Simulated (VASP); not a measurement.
A run of VASP 6.6.1:

INCAR

```
SYSTEM = Nb
PREC = Accurate
ENCUT = 600
EDIFF = 1E-7
ISMEAR = -1
SIGMA = 0.05
LREAL = .False.
LASPH = .True.
NELM = 100
ALGO = Normal
ISIF = 2
LWAVE = .False.
LCHARG = .False.
LDIPOL = .True.
IDIPOL = 3
DIPOL = 0.5 0.5 0.500
GGA = PE
```

File KPOINTS:

```
Automatic mesh
0
Gamma
  6 6 1
  0 0 0
```

POSCAR

```
Nb
1.0
    3.3279000000      0.0000000000      0.0000000000
    0.0000000000      3.3279000000      0.0000000000
    0.0000000000      0.0000000000     24.9837000000
Nb
7
Direct
    0.5000000000      0.5000000000      0.3001957276
    0.0000000000      0.0000000000      0.3667971517
    0.5000000000      0.5000000000      0.4333985759
    0.0000000000      0.0000000000      0.5000000000
    0.5000000000      0.5000000000      0.5666014241
    0.0000000000      0.0000000000      0.6332028483
    0.5000000000      0.5000000000      0.6998042724
```

Potentials or basis: VASP PAW PBE potentials, release 54 (Nb_pv).

Run with:

```sh
$ cat potpaw_PBE.54/Nb_pv/POTCAR > POTCAR
$ mpirun -np 1 vasp_std > vasp.out
```

Hardware: 1 thread of Intel(R) Xeon(R) Platinum 8259CL CPU @ 2.50GHz (Skylake/Cascade Lake), with other jobs on the host.

**Question.** How long does it take, and how much memory?

**Answer.** It took 10 min on 1 thread of Intel(R) Xeon(R) Platinum 8259CL CPU @ 2.50GHz (Skylake/Cascade Lake), on a shared host, peak memory 0.44 GiB. Counts: scf iterations 35, k points 10.
